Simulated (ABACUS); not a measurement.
The system is Ge.

```
Ge
1.0
     0.00000    2.82891    2.82891
     2.82891    0.00000    2.82891
     2.82891    2.82891    0.00000
Ge
2
Direct
  0.75000 0.75000 0.75000
  0.50000 0.50000 0.50000
```

```yaml
Program: ABACUS 3.10.1
Task: relaxation of cell and atoms
Functional: BP86
Potentials_or_basis: Ansatz NC PBE
Cutoff: 1075 eV
Density_cutoff: 4299 eV
Basis: plane waves
k_mesh: 6 × 6 × 6
Occupations: fermi-dirac, width 0.05 eV
Spin: no spin polarisation
```

At the start: pressure 4.1 GPa; volume 22.64 Å³/atom.

Q: How do energy, volume and symmetry change on relaxing?

A: Over 3 steps the energy falls by 17.7 meV/atom and the volume is 24.07 Å³/atom (+6.3 %); space group Fd-3m (No. 227, to 0.05 Å).

The path:
```
step  energy change (eV)  largest force (eV/Å)  pressure (GPa)  volume (Å³)
   1              0.0000                0.0000            4.13        45.28
   2             -0.0297                0.0000           -1.47        49.35
   3             -0.0353                0.0000           -0.01        48.14
```

Final structure:
```yaml
crystal:
  lattice:
    - [0.00000, 2.88723, 2.88723]
    - [2.88723, 0.00000, 2.88723]
    - [2.88723, 2.88723, 0.00000]
  atoms:
    - { symbol: Ge, position: [0.75000, 0.75000, 0.75000] }
    - { symbol: Ge, position: [0.50000, 0.50000, 0.50000] }
```

Caveat: the potentials were made for another functional, which shifts forces and pressure.
